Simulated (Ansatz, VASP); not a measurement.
# MoS2 (2H-MoS2 bilayer, 3R (AB)) in two plane-wave programs, part 2 of 2

Aim: how closely do two programs agree when they are given the same cell, functional and k mesh? The structure shown is the start of the Ansatz relaxation below; VASP solves that cell, so the two are compared at the walk's first step.

VASP 6.6.1 and Ansatz 0.2.0.

So far: The structure; Ansatz: relaxation, PBEsol with D3(BJ).

### Step 3. VASP: single point, PBEsol with D3(BJ), start cell

Level of this step: PBEsol with D3(BJ), no spin polarisation; plane waves and PAW (S, Mo_sv) (VASP).

The same cell, functional, mesh and smearing now go to VASP, with its own data sets.

Lines of VASP's logs that name or quote its potential files are left out, and so is its time.

INCAR

```
SYSTEM = MoS2
PREC = Accurate
ENCUT = 400
EDIFF = 1E-06
NELM = 120
ISMEAR = -1
SIGMA = 0.05
LREAL = .FALSE.
ALGO = Normal
GGA = PS
IVDW = 12
NBANDS = 32
LASPH = .TRUE.
LORBIT = 11
LWAVE = .FALSE.
LCHARG = .FALSE.
ISIF = 2
LDIPOL = .TRUE.
IDIPOL = 3
DIPOL = 0.5 0.5 0.5
LVHAR = .TRUE.
GGA_COMPAT = .FALSE.
EFERMI = MIDGAP
NELMDL = -8
KPAR = 2
```

POSCAR

```
MoS2
1.0
    3.1800000000      0.0000000000      0.0000000000
   -1.5900000000      2.7539610000      0.0000000000
    0.0000000000      0.0000000000     50.0251950000
S Mo
4 2
Direct
    0.3333333333      0.6666666667      0.4047960233
    0.3333333333      0.6666666667      0.4700151194
    0.6666666667      0.3333333333      0.5299849006
    0.6666666667      0.3333333333      0.5952039767
    0.0000000000      0.0000000000      0.4374055713
    0.3333333333      0.6666666667      0.5625944487
```

KPOINTS

```
Automatic mesh
0
Gamma
12 12 1
0 0 0
```

The projector-augmented-wave data sets are S and Mo_sv (PBE family, release 64).

The run is started by

```bash
$ mpirun -np 2 vasp_std
```

Numbers of over 12 decimals in the logs are rounded to 6 here.

The log of the run:

```text
[banner, memory and clock lines left out]
running    2 mpi-ranks, on    1 nodes
 distrk:  each k-point on    1 cores,    2 groups
 distr:  one band on    1 cores,    1 groups

 POSCAR found type information on POSCAR S Mo
 POSCAR found :  2 types and       6 ions
|                                                                             |
|               ----> ADVICE to this user running VASP <----                  |
|                                                                             |
|     You enforced a specific xc type in the INCAR file but a different       |
|     [... a line on the potential file left out ...]
|     I HOPE YOU KNOW WHAT YOU ARE DOING!                                     |
|                                                                             |

 LDA part: xc-table for (Slater+PW92), standard interpolation
|                                                                             |
|           W    W    AA    RRRRR   N    N  II  N    N   GGGG   !!!           |
|           W    W   A  A   R    R  NN   N  II  NN   N  G    G  !!!           |
|           W    W  A    A  R    R  N N  N  II  N N  N  G       !!!           |
|           W WW W  AAAAAA  RRRRR   N  N N  II  N  N N  G  GGG   !            |
|           WW  WW  A    A  R   R   N   NN  II  N   NN  G    G                |
|           W    W  A    A  R    R  N    N  II  N    N   GGGG   !!!           |
|                                                                             |
|     One of the lattice vectors is very long (>50 A), but AMIN is rather     |
|     large. This can spoil convergence since charge sloshing might occur     |
|     along the long lattice vector. If problems with convergence are         |
|     observed, try to decrease AMIN to a smaller value (e.g. 0.01).          |
|     Note: This warning only applies if the self-consistency cycle is        |
|     used.                                                                   |
|                                                                             |

 POSCAR, INCAR and KPOINTS ok, starting setup
 FFT: planning ... GRIDC
 FFT: planning ... GRID_SOFT
 FFT: planning ... GRID
 WAVECAR not read
 entering main loop
       N       E                     dE             d eps       ncg     rms          rms(c)
DAV:   1     0.399199998544E+03    0.39920E+03   -0.22861E+04  1592   0.103E+03
DAV:   2    -0.111892991268E+02   -0.41039E+03   -0.40400E+03  1720   0.272E+02
DAV:   3    -0.487971999401E+02   -0.37608E+02   -0.37351E+02  1512   0.794E+01
DAV:   4    -0.497114238299E+02   -0.91422E+00   -0.90893E+00  1520   0.134E+01
DAV:   5    -0.497429392978E+02   -0.31515E-01   -0.31471E-01  1616   0.226E+00
DAV:   6    -0.497438950555E+02   -0.95576E-03   -0.95522E-03  1536   0.407E-01
DAV:   7    -0.497439478572E+02   -0.52802E-04   -0.52789E-04  1712   0.798E-02
DAV:   8    -0.497439490210E+02   -0.11638E-05   -0.11636E-05  1216   0.973E-03    0.312E+01
DAV:   9    -0.476611048174E+02    0.20828E+01   -0.22990E+01  1320   0.253E+01    0.123E+01
DAV:  10    -0.472332084580E+02    0.42790E+00   -0.14336E+01  1368   0.186E+01    0.798E+00
DAV:  11    -0.465841391752E+02    0.64907E+00   -0.25805E+00  1448   0.858E+00    0.303E+00
DAV:  12    -0.466090251275E+02   -0.24886E-01   -0.28311E-01  1624   0.251E+00    0.170E+00
DAV:  13    -0.465823871483E+02    0.26638E-01   -0.13903E-01  1408   0.201E+00    0.353E-01
DAV:  14    -0.465818747359E+02    0.51241E-03   -0.64508E-03  1504   0.425E-01    0.248E-01
[...]
DAV:  23    -0.465817817249E+02   -0.27134E-04   -0.95305E-07   984   0.388E-03    0.393E-03
DAV:  24    -0.465818086224E+02   -0.26897E-04   -0.33887E-07   880   0.181E-03    0.334E-03
DAV:  25    -0.465818187801E+02   -0.10158E-04   -0.29050E-07   920   0.175E-03    0.151E-03
DAV:  26    -0.465818254730E+02   -0.66929E-05   -0.10835E-07   824   0.114E-03    0.547E-04
DAV:  27    -0.465818310208E+02   -0.55479E-05   -0.15097E-07   840   0.828E-04    0.847E-04
DAV:  28    -0.465818320581E+02   -0.10373E-05   -0.16749E-08   720   0.369E-04    0.460E-04
DAV:  29    -0.465818335744E+02   -0.15163E-05   -0.46941E-08   800   0.456E-04    0.133E-04
DAV:  30    -0.465818337202E+02   -0.14585E-06   -0.46947E-09   712   0.194E-04
   1 F= -.48351786E+02 E0= -.48351786E+02  d E =-.201079E-06
```

From OUTCAR (step 3):

```text
ion  position               nearest neighbor table
   1  0.333  0.667  0.405-   5 2.46   5 2.46   5 2.46
   2  0.333  0.667  0.470-   5 2.46   5 2.46   5 2.46
   3  0.667  0.333  0.530-   6 2.46   6 2.46   6 2.46
   4  0.667  0.333  0.595-   6 2.46   6 2.46   6 2.46
   5  0.000  0.000  0.437-   1 2.46   1 2.46   2 2.46   2 2.46   1 2.46   2 2.46
   6  0.333  0.667  0.563-   4 2.46   4 2.46   4 2.46   3 2.46   3 2.46   3 2.46

  LATTYP: Found a hexagonal cell.
 ALAT       =     3.1800000000
 C/A-ratio  =    15.7311933962

 Subroutine GETGRP returns: Found  6 space group operations
 (whereof  6 operations were pure point group operations)

The static configuration has the point symmetry C_3v.

 Found     19 irreducible k-points:

   k-points           NKPTS =     19   k-points in BZ     NKDIM =     19   number of bands    NBANDS=     32

   dimension x,y,z NGX =    24 NGY =   24 NGZ =  336
   dimension x,y,z NGXF=    48 NGYF=   48 NGZF=  672

   ENCUT  =  400.0 eV  29.40 Ry    5.42 a.u.   5.19  5.19 81.58*2*pi/ulx,y,z

   NELECT =      52.0000    total number of electrons

 k-points in reciprocal lattice and weights: Automatic mesh
   0.00000000  0.00000000  0.00000000       0.007
   0.08333333  0.00000000  0.00000000       0.042
   0.16666667 -0.00000000  0.00000000       0.042
   0.25000000  0.00000000  0.00000000       0.042
   0.33333333  0.00000000  0.00000000       0.042
   0.41666667  0.00000000  0.00000000       0.042
   0.50000000  0.00000000  0.00000000       0.021
   0.08333333  0.08333333  0.00000000       0.042
   0.16666667  0.08333333  0.00000000       0.083
[...]
0.33333333  0.25000000  0.00000000       0.083
   0.33333333  0.33333333  0.00000000       0.014

 dipolmoment           0.000000      0.000000     -0.002893 electrons x Angstroem

 average (electrostatic) potential at core
       1 -94.0029       2 -94.0305       3 -94.0864       4 -94.0627       5 -84.1663
       6 -84.2223

 E-fermi :  -1.9499

 k-point     1 :       0.0000    0.0000    0.0000
  band No.  band energies     occupation
    ...
     22      -4.0400      2.00000
     23      -3.9813      2.00000
     24      -3.9813      2.00000
     25      -3.2270      2.00000
     26      -2.5545      1.99999
     27      -0.1274      0.00000
     28      -0.1274      0.00000
     29      -0.0615      0.00000
     30      -0.0612      0.00000
     31       0.0101      0.00000
    ...

 k-point     2 :       0.0833    0.0000    0.0000
  band No.  band energies     occupation
    ...
     22      -4.1448      2.00000
     23      -3.9806      2.00000
     24      -3.7359      2.00000
     25      -3.2296      2.00000
     26      -2.6654      2.00000
     27      -0.2835      0.00000
     28      -0.2529      0.00000
     29      -0.2025      0.00000
     30      -0.1634      0.00000
     31      -0.1464      0.00000
    ...

 k-point     3 :       0.1667   -0.0000    0.0000
  band No.  band energies     occupation
    ...
     22      -4.5283      2.00000
     23      -4.0955      2.00000
     24      -3.7452      2.00000
     25      -3.3355      2.00000
     26      -3.0477      2.00000
     27      -0.8170      0.00000
     28      -0.5631      0.00000
     29      -0.3922      0.00000
     30      -0.3312      0.00000
     31      -0.2676      0.00000
    ...

 Edisp (eV)   -1.76995

  Total      -7.19069    -7.19069   -10.97223     0.00000     0.00000    -0.00000
  in kB     -26.29706   -26.29707   -40.12654     0.00000     0.00000    -0.00000
  external pressure =      -30.91 kB  Pullay stress =        0.00 kB

  energy-cutoff  :      400.00
  volume of cell :      438.10
      direct lattice vectors                 reciprocal lattice vectors
     3.180000000  0.000000000  0.000000000     0.314465409  0.181556674  0.000000000
    -1.590000000  2.753961000  0.000000000     0.000000000  0.363113348  0.000000000
     0.000000000  0.000000000 50.025195000     0.000000000  0.000000000  0.019989927

 POSITION                                       TOTAL-FORCE (eV/Angst)
 -----------------------------------------------------------------------------------
     -0.00000      1.83597     20.25000         0.000000      0.000000      1.543494
     -0.00000      1.83597     23.51260         0.000000      0.000000     -1.451370
      1.59000      0.91799     26.51260        -0.000000     -0.000000      1.439719
      1.59000      0.91799     29.77519         0.000000     -0.000000     -1.552848
      0.00000      0.00000     21.88130        -0.000000      0.000000      0.065146
     -0.00000      1.83597     28.14390         0.000000      0.000000     -0.044141
 -----------------------------------------------------------------------------------
    total drift:                                0.000000      0.000004     -0.000038

  FREE ENERGIE OF THE ION-ELECTRON SYSTEM (eV)
  ---------------------------------------------------
  free  energy   TOTEN  =       -48.3517859209 eV

  energy  without entropy=      -48.3517857198  energy(sigma->0) =      -48.35178582

 vacuum level on the upper side and lower side of the slab         3.071         3.131

 total charge
# of ion       s       p       d       tot
------------------------------------------
    1        1.359   2.288   0.000   3.646
    2        1.360   2.284   0.000   3.644
    3        1.361   2.282   0.000   3.643
    4        1.359   2.287   0.000   3.646
    5        2.278   6.199   3.871  12.348
    6        2.278   6.199   3.870  12.348
--------------------------------------------------
tot          9.994  21.539   7.741  39.274

[... 3 further parts left out ...]
```

This run has no spin polarisation, so a moment on Mo, if there is one, isn't seen.

### Step 4. Comparison

Known differences besides the potentials themselves: Ansatz cuts the interaction across the vacuum, VASP repeats the sheet with a dipole correction; the cutoff is 420 eV in Ansatz and 400 eV in VASP; Ansatz makes its cores anew for this functional, VASP keeps those of its PBE data sets. Total energies have different zeros and are not compared.

Forces (eV/Å; atoms numbered as in POSCAR):

```csv
atom,"Ansatz x, y, z","VASP x, y, z"
S1,"0.000, 0.000, 1.550","0.000, 0.000, 1.543"
S2,"0.000, 0.000, -1.456","0.000, 0.000, -1.451"
S3,"0.000, 0.000, 1.444","0.000, 0.000, 1.440"
S4,"0.000, 0.000, -1.559","0.000, 0.000, -1.553"
Mo5,"0.000, 0.000, 0.066","0.000, 0.000, 0.065"
Mo6,"0.000, 0.000, -0.045","0.000, 0.000, -0.044"
```

The forces differ by 2.6 meV/Å r.m.s., which is 0.4 % of the r.m.s. force of 0.706 eV/Å (both taken over all components). With vacuum in the cell, a pressure given here is an average over mostly empty space and none of the material.

### Step 5. What came out

```yaml
r_m_s_force_difference_single_point_pbesol_with_d3_bj_start_cell: 0.36 % of the r.m.s. force
```

What this shows: The r.m.s. force difference is 0.36 % of the r.m.s. force (single point, PBEsol with D3(BJ), start cell), within the 3 % picked in this series as the mark of a large difference. 1 further run of this series is not shown here. How closely two codes agree says nothing of how well the functional describes the real material.

[Lines on the potential files, build, host, timing and source positions are cut from VASP's logs without a mark.]

[Logs are printed without paths, hosts, clocks, repeated set-up lines and the standing remarks that a program may print on its own settings, such as how far it seeks lower states.]

[Hosts, paths, dates, database ids (printed as entryN), source tags and the programs' standing remarks are cut or masked in the printed files.]
